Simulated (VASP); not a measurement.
# Mo (Im-3m) in VASP: further runs

The runs below take Mo through relaxation of cell and atoms, with PBE.

Everything below comes from runs of VASP 6.6.1. Logs are shortened: lines on timing, memory, paths and dates and some standing lists are left out, and cuts for length are marked.

### Step 1. The structure

Symmetry: Im-3m, No. 229, cubic system. The conventional cell has a = 3.147 Å, b = 3.147 Å, c = 3.147 Å, α = 90.00°, β = 90.00°, γ = 90.00°. Mo (site symmetry m-3m) is surrounded by 8 Mo at 2.73 Å.

### Step 2. Relaxation of cell and atoms, PBE

INCAR reads:

```
SYSTEM = Mo
PREC = Accurate ; ENCUT = 300
EDIFF = 1E-6 ; ISMEAR = 1
SIGMA = 0.1 ; LREAL = .False.
LASPH = .True. ; NELM = 80
ALGO = Normal ; ISIF = 3
LWAVE = .False. ; LCHARG = .False.
GGA = PE ; IBRION = 2
NSW = 90 ; EDIFFG = -0.01
```

KPOINTS reads:

```
Automatic mesh
0
Gamma
  8 8 8
  0 0 0
```

POSCAR reads:

```
Mo
1.0
   -1.5734150000      1.5734150000      1.5734150000
    1.5734150000     -1.5734150000      1.5734150000
    1.5734150000      1.5734150000     -1.5734150000
Mo
1
Direct
    0.0000000000      0.0000000000      0.0000000000
```

Potentials or basis: VASP PAW PBE potentials, release 64 (Mo).

Command:

```console
> cat potpaw_PBE.64/Mo/POTCAR > POTCAR
> mpirun -np 1 vasp_std > vasp.out
```

OUTCAR:

```text
SYSTEM = Mo
   PREC = Accurate
   ENCUT = 300
   EDIFF = 1E-6
   ISMEAR = 1
   LREAL = .False.
   LASPH = .True.
   NELM = 80
   ISIF = 3
   GGA = PE
   IBRION = 2
   NSW = 90
   EDIFFG = -0.01

 ion  position               nearest neighbor table
   1  0.000  0.000  0.000-

  LATTYP: Found a body centered cubic cell.
 ALAT       =     3.1468300000

  Lattice vectors:

 A1 = (  -1.5734150000,   1.5734150000,   1.5734150000)
 A2 = (   1.5734150000,  -1.5734150000,   1.5734150000)
 A3 = (   1.5734150000,   1.5734150000,  -1.5734150000)

Analysis of symmetry for initial positions (statically):
=====================================================================
 Subroutine PRICEL returns:
 Original cell was already a primitive cell.

 Routine SETGRP: Setting up the symmetry group for a
 body centered cubic supercell.

 Subroutine GETGRP returns: Found 48 space group operations
 (whereof 48 operations were pure point group operations)
 out of a pool of 48 trial point group operations.

The static configuration has the point symmetry O_h .

Analysis of symmetry for dynamics (positions and initial velocities):
=====================================================================
 Subroutine PRICEL returns:
 Original cell was already a primitive cell.

 Routine SETGRP: Setting up the symmetry group for a
 body centered cubic supercell.

 Subroutine GETGRP returns: Found 48 space group operations
 (whereof 48 operations were pure point group operations)
 out of a pool of 48 trial point group operations.

The dynamic configuration has the point symmetry O_h .

 Subroutine INISYM returns: Found 48 space group operations
 (whereof 48 operations are pure point group operations),
 and found     1 'primitive' translations

----------------------------------------------------------------------------------------

                                     Primitive cell

  volume of cell :      15.5808

  direct lattice vectors                    reciprocal lattice vectors
    -1.573415000  1.573415000  1.573415000     0.000000000  0.317780115  0.317780115
     1.573415000 -1.573415000  1.573415000     0.317780115  0.000000000  0.317780115
     1.573415000  1.573415000 -1.573415000     0.317780115  0.317780115  0.000000000

  length of vectors
     2.725234721  2.725234721  2.725234721     0.449408949  0.449408949  0.449408949

  position of ions in fractional coordinates (direct lattice)
     0.000000000  0.000000000  0.000000000

  ion indices of the primitive-cell ions
   primitive index   ion index
                 1           1

----------------------------------------------------------------------------------------

 KPOINTS: Automatic mesh

Automatic generation of k-mesh.
 Grid dimensions read from file:
 generate k-points for:    8    8    8

 Generating k-lattice:

  Cartesian coordinates                     Fractional coordinates (reciprocal lattice)
     0.000000000  0.039722514  0.039722514     0.125000000  0.000000000  0.000000000
     0.039722514  0.000000000  0.039722514     0.000000000  0.125000000  0.000000000
     0.039722514  0.039722514  0.000000000     0.000000000  0.000000000  0.125000000

  Length of vectors
     0.056176119  0.056176119  0.056176119

  Shift w.r.t. Gamma in fractional coordinates (k-lattice)
     0.000000000  0.000000000  0.000000000

 Subroutine IBZKPT returns following result:
 ===========================================

 Found     29 irreducible k-points:

 Following reciprocal coordinates:
            Coordinates               Weight
  0.000000  0.000000  0.000000      1.000000
  0.125000  0.000000  0.000000     12.000000
  0.250000  0.000000  0.000000     12.000000
  0.375000  0.000000  0.000000     12.000000
  0.500000  0.000000  0.000000      6.000000
  0.125000  0.125000  0.000000     24.000000
[... 16 lines left out ...]
 -0.250000  0.250000  0.250000      6.000000
 -0.375000  0.375000  0.250000     24.000000
 [... further k-points ...]
   k-points           NKPTS =     29   k-points in BZ     NKDIM =     29   number of bands    NBANDS=      7
   number of dos      NEDOS =    301   number of ions     NIONS =      1
   total plane-waves  NPLWV =   4096
   dimension x,y,z NGX =    16 NGY =   16 NGZ =   16
   dimension x,y,z NGXF=    32 NGYF=   32 NGZF=   32
   ions per type =               1
   NGX,Y,Z   is equivalent  to a cutoff of   9.76,  9.76,  9.76 a.u.
   NGXF,Y,Z  is equivalent  to a cutoff of  19.52, 19.52, 19.52 a.u.
 SYSTEM =  Mo
   PREC   = accura    normal or accurate (medium, high low for compatibility)
   ISTART =      0    job   : 0-new  1-cont  2-samecut
   ICHARG =      2    charge: 1-file 2-atom 10-const
   ISPIN  =      1    spin polarized calculation?
   LNONCOLLINEAR =      F non collinear calculations
   LSORBIT =      F    spin-orbit coupling
   LASPH  =      T    aspherical Exc in radial PAW
   ENCUT  =  300.0 eV  22.05 Ry    4.70 a.u.   3.85  3.85  3.85*2*pi/ulx,y,z
   NELM   =     80;   NELMIN=  2; NELMDL= -5     # of ELM steps
   EDIFF  = 0.1E-05   stopping-criterion for ELM
   LREAL  =      F    real-space projection
   EDIFFG = -.1E-01   stopping-criterion for IOM
   NSW    =     90    number of steps for IOM
   IBRION =      2    ionic relax: 0-MD 1-quasi-New 2-CG
   NFREE  =      1    steps in history (QN), initial steepest desc. (CG)
   ISIF   =      3    stress and relaxation
   ISYM   =      2    0-nonsym 1-usesym 2-fastsym
   POTIM  = 0.5000    time-step for ionic-motion
   TEBEG  =    0.0;   TEEND  =   0.0 temperature during run
   PSTRESS=    0.0 pullay stress
   NELECT =       6.0000    total number of electrons
   NUPDOWN=      -1.0000    fix difference up-down
   EMIN   =  10.00;   EMAX   =-10.00  energy-range for DOS
   EFERMI =   0.00;   METHOD = LEGACY
   ISMEAR =     1;   SIGMA  =   0.10  broadening in eV -4-tet -1-fermi 0-gaus
   EFERMI_NEDOS =   21; number of points for ismear=-14 and -15
   IALGO  =     38    algorithm
   IMIX   =      4    mixing-type and parameters
     AMIX     =   0.40;   BMIX     =  1.00
     AMIX_MAG =   1.60;   BMIX_MAG =  1.00
  volume/ion in A,a.u.               =      15.58       105.14
  Fermi-wavevector in a.u.,A,eV,Ry     =   1.191046  2.250751 19.301105  1.418591
  Thomas-Fermi vector in A             =   2.327117
   LORBIT       =      0    0 simple, 1 ext, 2 COOP (PROOUT), +10 PAW based schemes
   GGA     = PE    functional components
   LHFCALC =     F    Hartree Fock is set to
   AEXX    =    0.0000 exact exchange contribution
   IVDW    =     0    specifies the selected vdW correction
   LEPSILON=     F    determine dielectric tensor
   LRPA    =     F    only Hartree local field effects (RPA)
 conjugate gradient relaxation of ions
 non-spin polarized calculation
 Methfessel and Paxton  Order N= 1 SIGMA  =   0.10
  energy-cutoff  :      300.00
  volume of cell :       15.58
 maximum number of plane-waves:       197
   NGX =  7   NGY =  7   NGZ =  7

--------------------------------------- Ionic step        1  -------------------------------------------

 number of electron       5.9999997 magnetization

 Free energy of the ion-electron system (eV)
  ---------------------------------------------------
  ext. energy  EPLUGINS =         0.00000000
  ---------------------------------------------------
  free energy    TOTEN  =       -10.92356141 eV

  energy without entropy =      -10.92384255  energy(sigma->0) =      -10.92365512

------------------------ aborting loop because EDIFF is reached ----------------------------------------

  FORCE on cell =-STRESS in cart. coord.  units (eV):
  Direction    XX          YY          ZZ          XY          YZ          ZX
  --------------------------------------------------------------------------------------
  -------------------------------------------------------------------------------------
  Total        0.0770457      0.0770457      0.0770457     -0.0000000     -0.0000000      0.0000000
  in kB        7.9226217      7.9226217      7.9226217     -0.0000000     -0.0000000      0.0000000
  external PRESSURE =       7.9226217 kB  Pullay stress =       0.0000000 kB
[... 55 lines left out ...]
  energy  without entropy=      -10.9230231059  energy(sigma->0) =      -10.92283717

--------------------------------------- Ionic step        3  -------------------------------------------

 number of electron       5.9999997 magnetization

 Free energy of the ion-electron system (eV)
  ---------------------------------------------------
  ext. energy  EPLUGINS =         0.00000000
  ---------------------------------------------------
  free energy    TOTEN  =       -10.92366726 eV

  energy without entropy =      -10.92397448  energy(sigma->0) =      -10.92376967

 E-fermi :   6.6936     XC(G=0): -13.0929

 val. band max:        6.5712301780   @ k =   0.3750   0.1250   0.0000
 cond. band min:       6.6991808114   @ k =  -0.2500   0.2500   0.1250
 fundamental gap:      0.1279506334
 Fermi energy:         6.6936074878

 k-point     1 :       0.0000    0.0000    0.0000
  band No.  band energies     occupation
      1      -0.3794      2.00000
      2       5.4330      2.00000
      3       5.4330      2.00000
      4       5.4330      2.00000
      5       8.4418     -0.00000
      6       8.4418     -0.00000
      7      23.2587      0.00000
[... 221 lines left out ...]
 k-point    24 :      -0.3750    0.3750    0.2500
  band No.  band energies     occupation
      1       2.8934      2.00000
      2       3.4456      2.00000
      3       6.2045      2.00000
      4       7.0502     -0.00001
      5       9.6985      0.00000
      6      11.8737      0.00000
      7      20.8851      0.00000

 [... further k-points ...]

------------------------ aborting loop because EDIFF is reached ----------------------------------------

  FORCE on cell =-STRESS in cart. coord.  units (eV):
  Direction    XX          YY          ZZ          XY          YZ          ZX
  --------------------------------------------------------------------------------------
  -------------------------------------------------------------------------------------
  Total        0.0018824      0.0018824      0.0018824      0.0000000     -0.0000000      0.0000000
  in kB        0.1930301      0.1930301      0.1930301      0.0000000     -0.0000000      0.0000000
  external PRESSURE =       0.1930301 kB  Pullay stress =       0.0000000 kB
[... 16 lines left out ...]
  FREE ENERGIE OF THE ION-ELECTRON SYSTEM (eV)
  ---------------------------------------------------
  free  energy   TOTEN  =       -10.9236672640 eV

  energy  without entropy=      -10.9239744817  energy(sigma->0) =      -10.92376967

 reached required accuracy - stopping structural energy minimisation
```

Run time: 4.6 s. Hardware: 1 thread of Intel Xeon Platinum 8259CL at 2.50GHz (Skylake/Cascade Lake), shared host; peak memory 0.11 GiB.

Results:

```yaml
Free_energy: -10.9237 eV
Relaxed_volume: 15.62 Å³/atom
Relaxed_cell: a = 2.728 Å, b = 2.728 Å, c = 2.728 Å, α = 109.47°, β = 109.47°, γ = 109.47°
Space_group_after_relaxing_to_0.05_Å: Im-3m (No. 229)
Energy_gained_by_relaxing: 0.1 meV/atom
Ionic_steps: 3
Pressure_after_relaxing: 0.0 GPa
Band_gap_on_the_k_mesh: none (metal or under the smearing width)
```

Step by step:
```
step  energy change (eV)  largest force (eV/Å)  pressure (GPa)  volume (Å³)
   1              0.0000                0.0000            0.79        15.58
   2              0.0008                0.0000           -2.23        15.76
   3             -0.0001                0.0000            0.02        15.62
```

Final structure:
```
CELL_PARAMETERS angstrom
-1.57489 1.57489 1.57489
1.57489 -1.57489 1.57489
1.57489 1.57489 -1.57489
ATOMIC_POSITIONS crystal
Mo 0.00000 0.00000 0.00000
```

Levels at points of the mesh, in eV from the Fermi level:
```csv
k point,band 1,band 2,band 3,band 4,band 5,band 6,band 7
"(0.00, 0.00, 0.00)",-7.07,-1.26,-1.26,-1.26,1.75,1.75,16.57
"(0.50, 0.00, 0.00)",-5.18,-3.28,1.77,1.78,2.39,4.80,11.75
"(0.50, 0.50, 0.50)",-5.30,-5.30,4.04,4.04,4.04,9.55,9.55
```

### Step 3. Relaxation of cell and atoms, PBE

This run uses another cell than the first one, of 15.62 Å³/atom, 1.003 times its volume.

INCAR reads:

```
SYSTEM = Mo
PREC = Accurate ; ENCUT = 300
EDIFF = 1E-7 ; ISMEAR = 1
SIGMA = 0.1 ; LREAL = .False.
LASPH = .True. ; NELM = 80
ALGO = Normal ; ISIF = 3
LWAVE = .False. ; LCHARG = .False.
GGA = PE ; IBRION = 2
NSW = 90 ; EDIFFG = -0.005
```

KPOINTS is that of step 2.

POSCAR reads:

```
Mo                                      
1.0
   -1.5748858982      1.5748858982      1.5748858982
    1.5748858982     -1.5748858982      1.5748858982
    1.5748858982      1.5748858982     -1.5748858982
  Mo            
     1
Direct
     0.0000000000000000    0.0000000000000000    0.0000000000000000
```

Potentials or basis: VASP PAW PBE potentials, release 64 (Mo).

Command:

```console
> cat potpaw_PBE.64/Mo/POTCAR > POTCAR
> mpirun -np 1 vasp_std > vasp.out
```

It took 3.1 s on 1 thread of Intel Xeon Platinum 8259CL at 2.50GHz (Skylake/Cascade Lake), shared host; peak memory 0.11 GiB.

Results (log left out):

| Quantity | Value |
| --- | --- |
| Free energy | -10.9239 eV |
| Pressure after relaxing | 0.0 GPa |
| Band gap on the k mesh | none (metal or under the smearing width) |

Final structure:
```yaml
crystal:
  lattice:
    - [-1.57489, 1.57489, 1.57489]
    - [1.57489, -1.57489, 1.57489]
    - [1.57489, 1.57489, -1.57489]
  atoms:
    - { symbol: Mo, position: [0.00000, 0.00000, 0.00000] }
```

Levels at points of the mesh, in eV from the Fermi level:
```
           k point  band 1  band 2  band 3  band 4  band 5  band 6  band 7
(0.00, 0.00, 0.00)   -7.07   -1.26   -1.26   -1.26    1.75    1.75   16.56
(0.50, 0.00, 0.00)   -5.18   -3.28    1.77    1.78    2.39    4.80   11.75
(0.50, 0.50, 0.50)   -5.30   -5.30    4.04    4.04    4.04    9.55    9.55
```

Caveat: the relaxation stopped at its first step, so nothing moved.
